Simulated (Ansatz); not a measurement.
# LuH2: the cost of one run

Computed with Ansatz 0.2.0 (DFT LDA, scalar-relativistic, unless a step's input says otherwise).

### 1 The structure to begin with

Symmetry: Fm-3m, No. 225, cubic system. Conventional cell: a = 5.033 Å, b = 5.033 Å, c = 5.033 Å, α = 90.00°, β = 90.00°, γ = 90.00°. Around Lu (site symmetry m-3m) lie 8 H at 2.18 Å. Around H (site symmetry -43m) lie 4 Lu at 2.18 Å.

As a file:

```
CELL_PARAMETERS angstrom
0.00000 2.51650 2.51650
2.51650 0.00000 2.51650
2.51650 2.51650 0.00000
ATOMIC_POSITIONS crystal
Lu 0.00000 0.00000 0.00000
H 0.25000 0.25000 0.25000
H 0.75000 0.75000 0.75000
```

The geometry is a database entry used as it stands. It may stem from high pressure or temperature, or be incomplete, so it serves as a test cell.

Atoms are numbered in the order of the input: Lu1, H2, H3.

### 2 Volume × 0.94, LAPW

File input.yaml:

```yaml
crystal:
  lattice:
    - [0.0, 2.4651284426, 2.4651284426]
    - [2.4651284426, 0.0, 2.4651284426]
    - [2.4651284426, 2.4651284426, 0.0]
  atoms:
    - { symbol: Lu, position: [0.0, 0.0, 0.0] }
    - { symbol: H, position: [0.25, 0.25, 0.25] }
    - { symbol: H, position: [0.75, 0.75, 0.75] }
kpoints:
  mp_grid: { grid: [8, 8, 8] }
  band_path:
    path:
      - [0.0, 0.0, 0.0]
      - [0.5, 0.0, 0.5]
      - [0.625, 0.25, 0.625]
      - [0.375, 0.375, 0.75]
      - [0.0, 0.0, 0.0]
      - [0.5, 0.5, 0.5]
      - [0.5, 0.25, 0.75]
      - [0.5, 0.0, 0.5]
    npoints: 5
scf:
  occupations: { method: fermi_dirac, width: 0.02 }
hamiltonian:
  xc: lda
  pseudopotentials: { kind: all_electron, lapw: { basis_error: 0.001 } }
output:
  forces: true
  stress: true
  eigenvalues: true
```

Started as:

```bash
ansatz run input.yaml --threads 1 --pin off --max-ram 4096MiB --backend cpu --events-out ev --progress --plain --runs-dir out
```

What time and memory should one allow on 1 thread of Arm Neoverse V1, shared host?

About 11 s, with a peak of 0.27 GiB.
